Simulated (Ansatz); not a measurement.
Bi:

```
CELL_PARAMETERS angstrom
-1.98143 1.98143 1.98143
1.98143 -1.98143 1.98143
1.98143 1.98143 -1.98143
ATOMIC_POSITIONS crystal
Bi 0.00000 0.00000 0.00000
```

This isn't the form of Bi at room conditions, which is rhombohedral.

| Property | Result |
| --- | --- |
| Program | Ansatz 0.2.0 |
| Task | relaxation of cell and atoms |
| Functional | PBEsol |
| Potentials or basis | all-electron LAPW, scalar-relativistic |
| Basis error allowed | 0.001 eV/atom |
| k mesh | 9 × 9 × 9 |
| Occupations | fermi-dirac, width 0.05 eV |
| Spin | no spin polarisation |

At the start: volume 31.12 Å³/atom.

Q: How do energy, volume and symmetry change on relaxing?

A: Over 4 steps the energy falls by 6.7 meV/atom and the volume is 30.07 Å³/atom (-3.4 %); space group Im-3m (No. 229, to 0.05 Å).

Step by step:
```tsv
step	energy change (eV)	largest force (eV/Å)	volume (Å³)
1	0.0000	0.0000	31.12
2	-0.0062	0.0000	29.77
3	-0.0067	0.0000	30.07
4	-0.0067	0.0000	30.07
```

Final structure:
```cif
data_structure
_symmetry_space_group_name_H-M 'P 1'
_symmetry_Int_Tables_number 1
_cell_length_a 3.3928
_cell_length_b 3.3928
_cell_length_c 3.3928
_cell_angle_alpha 109.471
_cell_angle_beta 109.471
_cell_angle_gamma 109.471
_cell_volume 30.07
loop_
_atom_site_label
_atom_site_type_symbol
_atom_site_fract_x
_atom_site_fract_y
_atom_site_fract_z
_atom_site_occupancy
Bi1 Bi 0.00000 0.00000 0.00000 1
```
